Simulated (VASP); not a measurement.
# KCl (Fm-3m) in VASP: single point with PBEsol

Aim: the single point of KCl with PBEsol.

Program: VASP 6.6.1. These are calculated values, not measurements. Logs are shortened: lines on timing, memory, paths and dates and some standing lists are left out, and cuts for length are marked.

**The experiment to reproduce.**

A printed reference work, monograph reports, for a bulk crystal of KCl: band gap 8.68 eV.

The results are compared with them further down.

### 1 The cell of the first run

Symmetry: Fm-3m, No. 225, cubic system. Conventional cell: a = 6.293 Å, b = 6.293 Å, c = 6.293 Å, α = 90.00°, β = 90.00°, γ = 90.00°. K (site symmetry m-3m) has 6 Cl at 3.15 Å within 4.1 Å. Within 4.1 Å of Cl (site symmetry m-3m) lie 6 K at 3.15 Å.

### 2 Single point, PBEsol

INCAR reads:

```
SYSTEM = KCl
ALGO     = Normal         ! electronic algorithm
EDIFF    = 1E-6           ! SCF threshold, eV
ENCUT    = 500            ! plane-wave cutoff, eV
GGA      = PS             ! functional
GGA_COMPAT= .False.      
ISIF     = 2              ! what is computed and relaxed
ISMEAR   = -1             ! smearing method
LASPH    = .True.         ! aspherical terms in the spheres
LCHARG   = .False.        ! write CHGCAR
LREAL    = .False.        ! projectors in reciprocal space
LWAVE    = .False.        ! write WAVECAR
NBANDS   = 15             ! bands
NELM     = 120            ! most SCF steps
PREC     = Accurate       ! precision mode
SIGMA    = 0.02           ! smearing width, eV
```

KPOINTS reads:

```
k-points
0
Gamma
  6 6 6
  0 0 0
```

POSCAR reads:

```
KCl
1.0
    0.0000000000      3.1464700000      3.1464700000
    3.1464700000      0.0000000000      3.1464700000
    3.1464700000      3.1464700000      0.0000000000
K Cl
1 1
Direct
    0.0000000000      0.0000000000      0.0000000000
    0.5000000000      0.5000000000      0.5000000000
```

Potentials or basis: VASP PAW PBE potentials, release 64 (K_sv, Cl).

Run with:

```sh
> cat potpaw_PBE.64/K_sv/POTCAR potpaw_PBE.64/Cl/POTCAR > POTCAR
> mpirun -np 1 vasp_std > vasp.out
```

OUTCAR:

```text
SYSTEM = KCl
   EDIFF = 1E-6
   ENCUT = 500
   GGA = PS
   ISIF = 2
   ISMEAR = -1
   LASPH = .True.
   LREAL = .False.
   NELM = 120
   PREC = Accurate

 ion  position               nearest neighbor table
   1  0.000  0.000  0.000-   2 3.15   2 3.15   2 3.15   2 3.15   2 3.15   2 3.15
   2  0.500  0.500  0.500-   1 3.15   1 3.15   1 3.15   1 3.15   1 3.15   1 3.15

  LATTYP: Found a face centered cubic cell.
 ALAT       =     6.2929400000

  Lattice vectors:

 A1 = (   0.0000000000,   3.1464700000,   3.1464700000)
 A2 = (   3.1464700000,   0.0000000000,   3.1464700000)
 A3 = (   3.1464700000,   3.1464700000,   0.0000000000)

Analysis of symmetry for initial positions (statically):
=====================================================================
 Subroutine PRICEL returns:
 Original cell was already a primitive cell.

 Routine SETGRP: Setting up the symmetry group for a
 face centered cubic supercell.

 Subroutine GETGRP returns: Found 48 space group operations
 (whereof 48 operations were pure point group operations)
 out of a pool of 48 trial point group operations.

The static configuration has the point symmetry O_h .

Analysis of symmetry for dynamics (positions and initial velocities):
=====================================================================
 Subroutine PRICEL returns:
 Original cell was already a primitive cell.

 Routine SETGRP: Setting up the symmetry group for a
 face centered cubic supercell.

 Subroutine GETGRP returns: Found 48 space group operations
 (whereof 48 operations were pure point group operations)
 out of a pool of 48 trial point group operations.

The dynamic configuration has the point symmetry O_h .

 Subroutine INISYM returns: Found 48 space group operations
 (whereof 48 operations are pure point group operations),
 and found     1 'primitive' translations

----------------------------------------------------------------------------------------

                                     Primitive cell

  volume of cell :      62.3018

  direct lattice vectors                    reciprocal lattice vectors
     0.000000000  3.146470000  3.146470000    -0.158908237  0.158908237  0.158908237
     3.146470000  0.000000000  3.146470000     0.158908237 -0.158908237  0.158908237
     3.146470000  3.146470000  0.000000000     0.158908237  0.158908237 -0.158908237

  length of vectors
     4.449780548  4.449780548  4.449780548     0.275237140  0.275237140  0.275237140

  position of ions in fractional coordinates (direct lattice)
     0.000000000  0.000000000  0.000000000
     0.500000000  0.500000000  0.500000000

  ion indices of the primitive-cell ions
   primitive index   ion index
                 1           1
                 2           2

----------------------------------------------------------------------------------------

 KPOINTS: k-points

Automatic generation of k-mesh.
 Grid dimensions read from file:
 generate k-points for:    6    6    6

 Generating k-lattice:

  Cartesian coordinates                     Fractional coordinates (reciprocal lattice)
    -0.026484706  0.026484706  0.026484706     0.166666667  0.000000000  0.000000000
     0.026484706 -0.026484706  0.026484706     0.000000000  0.166666667  0.000000000
     0.026484706  0.026484706 -0.026484706     0.000000000  0.000000000  0.166666667

  Length of vectors
     0.045872857  0.045872857  0.045872857

  Shift w.r.t. Gamma in fractional coordinates (k-lattice)
     0.000000000  0.000000000  0.000000000

 Subroutine IBZKPT returns following result:
 ===========================================

 Found     16 irreducible k-points:

 Following reciprocal coordinates:
            Coordinates               Weight
  0.000000  0.000000  0.000000      1.000000
  0.166667  0.000000  0.000000      8.000000
  0.333333  0.000000  0.000000      8.000000
  0.500000  0.000000  0.000000      4.000000
  0.166667  0.166667  0.000000      6.000000
  0.333333  0.166667  0.000000     24.000000
[... 8 lines left out ...]
 -0.333333  0.333333  0.166667     24.000000
 -0.333333  0.500000  0.166667     12.000000
   k-points           NKPTS =     16   k-points in BZ     NKDIM =     16   number of bands    NBANDS=     15
   number of dos      NEDOS =    301   number of ions     NIONS =      2
   total plane-waves  NPLWV =  32768
   dimension x,y,z NGX =    32 NGY =   32 NGZ =   32
   dimension x,y,z NGXF=    64 NGYF=   64 NGZF=   64
   ions per type =               1   1
   NGX,Y,Z   is equivalent  to a cutoff of  11.96, 11.96, 11.96 a.u.
   NGXF,Y,Z  is equivalent  to a cutoff of  23.91, 23.91, 23.91 a.u.
 SYSTEM =  KCl
   PREC   = accura    normal or accurate (medium, high low for compatibility)
   ISTART =      0    job   : 0-new  1-cont  2-samecut
   ICHARG =      2    charge: 1-file 2-atom 10-const
   ISPIN  =      1    spin polarized calculation?
   LNONCOLLINEAR =      F non collinear calculations
   LSORBIT =      F    spin-orbit coupling
   LASPH  =      T    aspherical Exc in radial PAW
   ENCUT  =  500.0 eV  36.75 Ry    6.06 a.u.   8.11  8.11  8.11*2*pi/ulx,y,z
   NELM   =    120;   NELMIN=  2; NELMDL= -5     # of ELM steps
   EDIFF  = 0.1E-05   stopping-criterion for ELM
   LREAL  =      F    real-space projection
   EDIFFG = 0.1E-04   stopping-criterion for IOM
   NSW    =      0    number of steps for IOM
   IBRION =     -1    ionic relax: 0-MD 1-quasi-New 2-CG
   NFREE  =      0    steps in history (QN), initial steepest desc. (CG)
   ISIF   =      2    stress and relaxation
   ISYM   =      2    0-nonsym 1-usesym 2-fastsym
   POTIM  = 0.5000    time-step for ionic-motion
   TEBEG  =    0.0;   TEEND  =   0.0 temperature during run
   PSTRESS=    0.0 pullay stress
   NELECT =      16.0000    total number of electrons
   NUPDOWN=      -1.0000    fix difference up-down
   EMIN   =  10.00;   EMAX   =-10.00  energy-range for DOS
   EFERMI =   0.00;   METHOD = LEGACY
   ISMEAR =    -1;   SIGMA  =   0.02  broadening in eV -4-tet -1-fermi 0-gaus
   EFERMI_NEDOS =   21; number of points for ismear=-14 and -15
   IALGO  =     38    algorithm
   IMIX   =      4    mixing-type and parameters
     AMIX     =   0.40;   BMIX     =  1.00
     AMIX_MAG =   1.60;   BMIX_MAG =  1.00
  volume/ion in A,a.u.               =      31.15       210.22
  Fermi-wavevector in a.u.,A,eV,Ry     =   1.040594  1.966437 14.732871  1.082835
  Thomas-Fermi vector in A             =   2.175177
   LORBIT       =      0    0 simple, 1 ext, 2 COOP (PROOUT), +10 PAW based schemes
   GGA     = PS    functional components
   LHFCALC =     F    Hartree Fock is set to
   AEXX    =    0.0000 exact exchange contribution
   IVDW    =     0    specifies the selected vdW correction
   LEPSILON=     F    determine dielectric tensor
   LRPA    =     F    only Hartree local field effects (RPA)
 non-spin polarized calculation
  energy-cutoff  :      500.00
  volume of cell :       62.30
 maximum number of plane-waves:      1596
   NGX = 17   NGY = 17   NGZ = 17

 number of electron      16.0000001 magnetization

 Free energy of the ion-electron system (eV)
  ---------------------------------------------------
  ext. energy  EPLUGINS =         0.00000000
  ---------------------------------------------------
  free energy    TOTEN  =        -7.02197603 eV

  energy without entropy =       -7.02197603  energy(sigma->0) =       -7.02197603

 E-fermi :  -1.4779     XC(G=0):  -7.7201

 val. band max:       -1.9056373177   @ k =   0.0000   0.0000   0.0000
 cond. band min:       3.1166589234   @ k =   0.0000   0.0000   0.0000
 fundamental gap:      5.0222962411
 Fermi energy:        -1.4778736439

 k-point     1 :       0.0000    0.0000    0.0000
  band No.  band energies     occupation
      1     -28.9503      2.00000
      2     -13.9969      2.00000
      3     -12.4765      2.00000
      4     -12.4765      2.00000
      5     -12.4765      2.00000
      6      -1.9056      2.00000
      7      -1.9056      2.00000
      8      -1.9056      2.00000
      9       3.1167      0.00000
     10       6.3892      0.00000
     11       6.3892      0.00000
     12       6.3892      0.00000
     13       7.2747      0.00000
     14       7.2747      0.00000
     15      10.8430      0.00000

 k-point     2 :       0.1667    0.0000    0.0000
  band No.  band energies     occupation
      1     -28.9475      2.00000
      2     -14.0471      2.00000
      3     -12.4789      2.00000
      4     -12.4789      2.00000
      5     -12.4127      2.00000
      6      -2.2314      2.00000
      7      -1.9937      2.00000
      8      -1.9937      2.00000
      9       3.7599      0.00000
     10       6.1995      0.00000
     11       6.7367      0.00000
     12       6.7367      0.00000
     13       7.6501      0.00000
     14       7.6501      0.00000
     15      11.8040      0.00000

 k-point     3 :       0.3333    0.0000    0.0000
  band No.  band energies     occupation
      1     -28.9419      2.00000
      2     -14.1376      2.00000
      3     -12.4837      2.00000
      4     -12.4837      2.00000
      5     -12.2943      2.00000
      6      -2.7630      2.00000
      7      -2.1603      2.00000
      8      -2.1603      2.00000
      9       4.9892      0.00000
     10       6.2477      0.00000
     11       7.6811      0.00000
     12       7.6811      0.00000
     13       8.5981      0.00000
     14       8.5981      0.00000
     15      10.8865      0.00000
[... 199 lines left out ...]
 k-point    15 :      -0.3333    0.3333    0.1667
  band No.  band energies     occupation
      1     -28.9367      2.00000
      2     -14.0420      2.00000
      3     -12.5563      2.00000
      4     -12.5375      2.00000
      5     -12.3642      2.00000
      6      -2.6388      2.00000
      7      -2.3562      2.00000
      8      -2.2693      2.00000
      9       5.9131      0.00000
     10       6.1655      0.00000
     11       7.7482      0.00000
     12       8.0237      0.00000
     13       9.2605      0.00000
     14       9.8293      0.00000
     15       9.9295      0.00000

 k-point    16 :      -0.3333    0.5000    0.1667
  band No.  band energies     occupation
      1     -28.9359      2.00000
      2     -13.9669      2.00000
      3     -12.6019      2.00000
      4     -12.5568      2.00000
      5     -12.4237      2.00000
      6      -2.4935      2.00000
      7      -2.3399      2.00000
      8      -2.2740      2.00000
      9       5.2242      0.00000
     10       6.8922      0.00000
     11       7.0639      0.00000
     12       8.1879      0.00000
     13       8.9913      0.00000
     14       9.7990      0.00000
     15      10.3308      0.00000

------------------------ aborting loop because EDIFF is reached ----------------------------------------

  FORCE on cell =-STRESS in cart. coord.  units (eV):
  Direction    XX          YY          ZZ          XY          YZ          ZX
  --------------------------------------------------------------------------------------
  -------------------------------------------------------------------------------------
  Total       -0.1488878     -0.1488878     -0.1488878     -0.0000000      0.0000000      0.0000000
  in kB       -3.8288551     -3.8288551     -3.8288551     -0.0000000      0.0000000      0.0000000
  external PRESSURE =      -3.8288551 kB  Pullay stress =       0.0000000 kB

 VOLUME and BASIS-vectors are now :
 -----------------------------------------------------------------------------
  energy-cutoff  :      500.00
  volume of cell :       62.30
      direct lattice vectors                 reciprocal lattice vectors
     0.000000000  3.146470000  3.146470000    -0.158908237  0.158908237  0.158908237
     3.146470000  0.000000000  3.146470000     0.158908237 -0.158908237  0.158908237
     3.146470000  3.146470000  0.000000000     0.158908237  0.158908237 -0.158908237

 POSITION                                       TOTAL-FORCE (eV/Angst)
 -----------------------------------------------------------------------------------
      0.00000      0.00000      0.00000         0.000000      0.000000      0.000000
      3.14647      3.14647      3.14647         0.000000      0.000000      0.000000
 -----------------------------------------------------------------------------------
    total drift:                                0.000000     -0.000000     -0.000000

  FREE ENERGIE OF THE ION-ELECTRON SYSTEM (eV)
  ---------------------------------------------------
  free  energy   TOTEN  =        -7.0219760258 eV

  energy  without entropy=       -7.0219760258  energy(sigma->0) =       -7.02197603
```

It took 11 s on 1 thread of Intel Xeon Platinum 8259CL at 2.50GHz (Skylake/Cascade Lake), shared host; peak memory 0.17 GiB.

Results:

* Free energy: -7.0220 eV
* Pressure: -0.4 GPa
* Band gap on the k mesh: 5.02 eV

Caveat: the PAW data sets were made with another functional, which shifts forces and pressure a little.

### 3 Comparison with measurements

Step 2. A measured gap of KCl is 8.68 eV (a printed reference work, monograph); the calculated 5.02 eV misses it by -3.66 eV. The value is that of PBEsol, without temperature or zero-point motion. Semilocal functionals fall short of measured gaps as a rule.
